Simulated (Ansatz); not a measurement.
Run record: elastic constants by finite strains of RbBr (Fm-3m)

Level of theory: PBEsol, PAW on Ansatz 0.2.0's default frozen-core files (fitted under PBE), scalar-relativistic.

Cell and atoms were relaxed beforehand by PAW with this functional.

Command:

```sh
ansatz run input.yaml --threads 1 --pin off --max-ram 2560MiB --backend cpu --events-out ev --progress --plain --runs-dir out
```

input.yaml:

```yaml
crystal:
  lattice:
    - [0.0, 3.42492379023, 3.42492379023]
    - [3.42492379023, 0.0, 3.42492379023]
    - [3.42492379023, 3.42492379023, 0.0]
  atoms:
    - { symbol: Rb, position: [0.0, 0.0, 0.0] }
    - { symbol: Br, position: [0.5, 0.5, 0.5] }
kpoints:
  mp_grid: { grid: [6, 6, 6] }
scf:
  occupations: { method: fixed }
hamiltonian:
  xc: pbesol
  pseudopotentials: { kind: paw }
elastic:
  mode: relaxed_ion
  stencil: two_point
  amplitude: 0.005
```

Output (shortened where marked):

```
Warning: RAYON_NUM_THREADS=1 ignored (pool sized by the plan → 1); use --threads N
Engine: ansatz 0.2.0, aarch64-unknown-linux-gnu
Pseudopotentials: kind: paw
Pseudopotential: Rb, paw, valence charge 9, recommended cutoff 420 eV (normal), Rb.paw.azcp
Pseudopotential: Br, paw, valence charge 7, recommended cutoff 420 eV (normal), Br.paw.azcp
Functional definition: PBEsol
  exchange = pbesol_x
  correlation = pbesol_c
Crystal: 2 atoms, lattice volume = 80.349 Å³
Basis set: ecut = 420 eV, 1591 PW (Γ), exchange–correlation on 72×72×72 points (8 copies of the dense FFT grid, shifted against one another)
Bands: 12, of which v1, the nominal top of the filled ones, is band 8 counted from 1 (7 counted from 0)
Symmetry: 48 space group operations
Space group: Fm-3m (ITA 225), of the structure as read, at distance tolerance 4.3e-5 Å
k-points: 16 of 216
Non-local potential: Rb, projectors of the file, l = 0: 3, l = 1: 2, l = 2: 2
Non-local potential: Br, projectors of the file, l = 0: 2, l = 1: 2, l = 2: 2
PAW form: soft (Blöchl's): semilocal exchange-correlation on the pseudo side does not see the compensation charge
PAW frozen core: Rb, regenerated for the run's functional, and the local potential with it (the file was generated under x = pbe(κ = 0.804, μ = 0.2195149727645171), c = pbe(β = 0.06672455060314922))
PAW frozen core: Br, regenerated for the run's functional, and the local potential with it (the file was generated under x = pbe(κ = 0.804, μ = 0.2195149727645171), c = pbe(β = 0.06672455060314922))
PAW one-centre angular grid: Rb, 110 points (default); XC on 64 Gauss nodes
PAW one-centre angular grid: Br, 110 points (default); XC on 64 Gauss nodes
Initial density: superposition of atomic densities (neutral atoms: chi_scale 0, normalization atom), corrected by the library's trained network
Initial wavefunctions: pseudopotential atomic-orbital guess
Functional: x = pbesol(κ = 0.804, μ = 0.12345679012345678), c = pbesol(β = 0.046)
SCF iter   1: F=—  HF=-5956.950324 eV  |F-HF|=—  |Δ(HF+E_count)|=         —  Δρ=1.45e-3  dr2=2.58e-3  ethr=1.77e-3  ⟨swp⟩=6.0  Hψ=1105  notcnv=0  defer=29
preconditioner: auto → none  [insulator: Δε(μ)=4.191 eV  Ē_g=13.230 eV  n_scr=14 (ndim 8)  ℏωp=15.5 eV  f_vac=0.082  ε∞_Penn≈2.4]
SCF iter   2: F=—  HF=-5956.950029 eV  |F-HF|=—  |Δ(HF+E_count)|=   2.95e-4  Δρ=6.25e-4  dr2=1.73e-4  ethr=1.61e-5  ⟨swp⟩=2.9  Hψ=460  notcnv=0  defer=32
SCF iter   3: F=—  HF=-5956.950078 eV  |F-HF|=—  |Δ(HF+E_count)|=   4.89e-5  Δρ=2.47e-4  dr2=3.23e-5  ethr=1.08e-6  ⟨swp⟩=2.3  Hψ=290  notcnv=0  defer=30
SCF iter   4: F=—  HF=-5956.950091 eV  |F-HF|=—  |Δ(HF+E_count)|=   1.36e-5  Δρ=1.49e-5  dr2=1.14e-7  ethr=2.02e-7  ⟨swp⟩=2.4  Hψ=283  notcnv=0  defer=27
SCF iter   5: F=—  HF=-5956.950091 eV  |F-HF|=—  |Δ(HF+E_count)|=   6.08e-7  Δρ=4.07e-6  dr2=4.33e-9  ethr=7.13e-10  ⟨swp⟩=2.4  Hψ=326  notcnv=0  defer=17
SCF iter   6: F=—  HF=-5956.950091 eV  |F-HF|=—  |Δ(HF+E_count)|=   1.33e-8  Δρ=4.26e-7  dr2=5.41e-11  ethr=2.71e-11  ⟨swp⟩=2.0  Hψ=305  notcnv=0  defer=17
SCF iter   7: F=—  HF=-5956.950091 eV  |F-HF|=—  |Δ(HF+E_count)|=  4.00e-11  Δρ=1.20e-7  dr2=3.35e-12  ethr=3.38e-13 (applied; sched 1.00e-12)  ⟨swp⟩=2.5  Hψ=319  notcnv=0  defer=17
[... 41 lines left out ...]
SCF iter   7: F=-5956.950062 eV  HF=-5956.950062 eV  |F-HF|=9.09e-13  |Δ(HF+E_count)|=  9.09e-13  Δρ=5.63e-9  dr2=1.85e-14  ethr=1.00e-12  ⟨swp⟩=5.0  Hψ=2117  notcnv=0
SCF 4 converged in 7 iterations: F = -5956.950062 eV  dr2 = 1.85e-14
iter 1 solved again at ethr=3.36e-12 eV; its pass at ethr=3.10e-3 eV (dr2=5.38e-10 eV) is discarded
SCF iter   1: F=—  HF=-5956.950062 eV  |F-HF|=—  |Δ(HF+E_count)|=         —  Δρ=1.67e-6  dr2=4.83e-10  ethr=3.36e-12  ⟨swp⟩=4.2  Hψ=3935  notcnv=0  defer=54
SCF iter   2: F=—  HF=-5956.950062 eV  |F-HF|=—  |Δ(HF+E_count)|=   1.34e-7  Δρ=8.30e-7  dr2=1.03e-10  ethr=3.02e-12  ⟨swp⟩=2.7  Hψ=848  notcnv=0  defer=54
SCF iter   3: F=—  HF=-5956.950062 eV  |F-HF|=—  |Δ(HF+E_count)|=   5.07e-9  Δρ=8.32e-8  dr2=3.09e-12  ethr=6.46e-13 (applied; sched 1.00e-12)  ⟨swp⟩=2.0  Hψ=870  notcnv=0  defer=54
SCF iter   4: F=—  HF=-5956.950062 eV  |F-HF|=—  |Δ(HF+E_count)|=  2.73e-11  Δρ=1.59e-8  dr2=1.70e-13  ethr=1.93e-14 (applied; sched 1.00e-12)  ⟨swp⟩=2.0  Hψ=874  notcnv=0  defer=54
SCF iter   5: F=-5956.950062 eV  HF=-5956.950062 eV  |F-HF|=9.09e-13  |Δ(HF+E_count)|=  9.09e-13  Δρ=5.44e-9  dr2=7.48e-15  ethr=1.00e-12  ⟨swp⟩=4.3  Hψ=1864  notcnv=0
SCF 5 converged in 5 iterations: F = -5956.950062 eV  dr2 = 7.48e-15
SCF converged after 8 iterations
Free energy (F): -5956.950091 eV
Harris-Foulkes:  -5956.950091 eV  (|F-HF|=9.09e-13)
Internal energy: -5956.950091 eV  (E = F + TS)
E sigma→0 (E₀):  -5956.950091 eV
Fermi energy:    1.135170 eV
--- Per-component energies (eV) ---
  E_band       = -108.162443
  E_kinetic    = 327.111120
  E_local      = -800.361608  (includes V_loc(G=0)·N_el)
  E_nonlocal   = 245.161623
  E_hartree    = 205.433399
  E_xc         = -391.688583
  E_vxc        = -241.241632  (∫ρ·V_xc dr)
  E_paw        = -4772.015548  (= ΣΔE_a)
  E_vpaw       = -49.698744  (= ΣTr[D̂ρ^β])
  E_aug_tail   = -0.000001  (compensation charges beyond the density's cutoff)
  E_ewald      = -770.806433
  E_core_change = 0.215941  (= ΣΔE_core)
  E_smearing   = -0.000000  (= −TS)
  E_closure    = 0.000000  (closes the sum)
  Σ components = -5956.950091   (vs F -5956.950091, Δ=0.00e0)
--- Forces (eV/Å), atoms counted from 1 ---
  atom   1  Rb    -0.00000000    -0.00000000     0.00000000
  atom   2  Br     0.00000000    -0.00000000     0.00000000
  max |Σ_I F_I| component: 1.91e-29 eV/Å
--- Stress (GPa, compression-positive) ---
       -0.032516      -0.000000       0.000000
        0.000000      -0.032516       0.000000
        0.000000      -0.000000      -0.032516
  P = ⅓ Tr σ = -0.0325 GPa (-0.325 kbar)
--- Elastic constants: 2 strain directions × 2 members + reference (group order 48) ---
  dense FFT box of the reference and of every strained cell: 36×36×36
  strains applied: 11, 23; error gains: componentwise 1.00 (the most a stress slope's error grows in a printed constant), spectral 1.73 (1 for all six strains in a standard setting)
  C = ∂σ_k/∂η_j (tension-positive GPa; Voigt order 11 22 33 23 13 12):
        32.928      4.122      4.122     -0.000      0.000     -0.000
         4.122     32.928      4.122     -0.000     -0.000      0.000
         4.122      4.122     32.928     -0.000      0.000      0.000
        -0.000      0.000      0.000      4.017      0.000     -0.000
        -0.000      0.000      0.000     -0.000      4.017      0.000
         0.000      0.000     -0.000     -0.000     -0.000      4.017
  reference stress σ⁰ (GPa):      0.033      0.033      0.033      0.000     -0.000     -0.000
  C* (energy form; C + prestress term) asymmetry max|C*_kj − C*_jk| = 1.776e-15 GPa — a small one proves nothing (zero by symmetry where the batch's group is 432, −43m or m−3m); a large one is finite-difference/SCF noise where ...
  moduli (Voigt/Reuss/Hill, GPa): K = 13.72/13.72/13.72   G = 8.17/5.65/6.91   E = 17.75   ν = 0.284
  mechanically stable: yes (min eigenvalue of sym C = 4.02 GPa)
  strain η (Voigt 11):  stress-route row diagonal C_11 = 32.93 GPa, energy-path curvature d²(F+E_count+ΔE)/dδ²/Ω₀ = 32.92 GPa
         δ    σ_11 (GPa)             F (eV)   n_scf  n_hpsi   n_pw
    -5.000e-3      -0.1384       -5956.9499557       7    7479   1588   relax 0 steps, max|allowed force component| 4.44e-30 eV/Å
     5.000e-3       0.1909       -5956.9498040       6    6380   1599   relax 0 steps, max|allowed force component| 7.40e-31 eV/Å
  strain η (Voigt 23):  stress-route row diagonal C_44 = 4.02 GPa, energy-path curvature d²(F+E_count+ΔE)/dδ²/Ω₀ = 4.00 GPa
         δ    σ_23 (GPa)             F (eV)   n_scf  n_hpsi   n_pw
    -5.000e-3      -0.0201       -5956.9500615       7   10827   1588   relax 0 steps, max|allowed force component| 2.05e-29 eV/Å
     5.000e-3       0.0201       -5956.9500615       5    9039   1588   relax 0 steps, max|allowed force component| 1.70e-29 eV/Å
```

The run converged.

### Elastic constants

Elastic constants of a crystal by Kohn-Sham DFT: slopes of the stress over finite engineering strains of the given cell, Voigt indices, Cartesian axes as in the input.

```json
{
  "Pressure at rest": "-0.033 GPa",
  "Least elastic eigenvalue": "4.02 GPa",
  "Elastically stable": "yes"
}
```

```csv
index,elastic (GPa)
11,32.93
12,4.12
44,4.02
```

Strained cells:

Stress of each strained cell less that at rest, tension positive.

```csv
strain component,strain,stress xx (GPa),stress yy (GPa),stress zz (GPa),stress yz (GPa),stress xz (GPa),stress xy (GPa),relaxation steps
xx,-0.005,-0.1709,-0.0208,-0.0208,0,0,0,0
xx,0.005,0.1584,0.0204,0.0204,0,0,0,0
yz,-0.005,0.0001,0,0,-0.0201,0,0,0
yz,0.005,0.0001,0,0,0.0201,0,0,0
```

**Elastic moduli**

Hill averages of a grain aggregate, Debye temperature from the mean sound speed over directions.

* Bulk modulus: 13.72 GPa
* Shear modulus: 6.909 GPa
* Young modulus: 17.75 GPa
* Poisson ratio: 0.2845
* Bulk over shear modulus: 1.987
* Elastic anisotropy index: 2.237
* Least young modulus: 10.98 GPa
* Largest young modulus: 32.01 GPa
* Longitudinal sound speed: 2591 m/s
* Transverse sound speed: 1422 m/s
* Elastic debye temperature: 131.9 K
* Linear compressibility (x, y, z): 24.29, 24.29, 24.29 1/TPa
* Zener ratio: 0.2789
* Cauchy pressure: 0.11 GPa

Caveats: frozen-core PAW files fitted under PBE, their cores solved anew for the functional of the run.

Cost: 11 s on 1 thread of Arm Neoverse V1, on a shared host, peak memory 0.35 GiB.
